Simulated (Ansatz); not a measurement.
Crystal: Mo.

```
Mo
1.0
    -1.58381    1.58381    1.58381
     1.58381   -1.58381    1.58381
     1.58381    1.58381   -1.58381
Mo
1
Direct
  0.00000 0.00000 0.00000
```

| Item | Value |
| --- | --- |
| Program | Ansatz 0.2.0 |
| Task | relaxation of cell and atoms |
| Functional | revPBE |
| Dispersion | D4 |
| Potentials or basis | Ansatz PAW |
| Cutoff | 420 eV (not typed: the program's choice for these potentials) |
| k mesh | 12 × 12 × 12 |
| Occupations | fermi-dirac, width 0.05 eV |
| Spin | no spin polarisation |

At the start: volume 15.89 Å³/atom.

Q: Where does the relaxation end?

A: It ends after 4 steps and the volume is 15.36 Å³/atom (-3.3 %); space group Im-3m (No. 229, to 0.05 Å).

Step by step:
```
step  energy change (eV)  largest force (eV/Å)  volume (Å³)
   1              0.0000                0.0000        15.89
   2             -0.0148                0.0000        15.42
   3             -0.0150                0.0000        15.36
   4             -0.0148                0.0000        15.36
```

Final structure:
```
Mo
1.0
    -1.56606    1.56606    1.56606
     1.56606   -1.56606    1.56606
     1.56606    1.56606   -1.56606
Mo
1
Direct
  0.00000 0.00000 0.00000
```

Caveat: the plane-wave basis is chosen anew once the cell has moved, so the energies of steps on either side of that aren't comparable; the PAW data sets come from PBE, with cores solved anew for the run's functional, which leaves a small shift of forces and pressure.
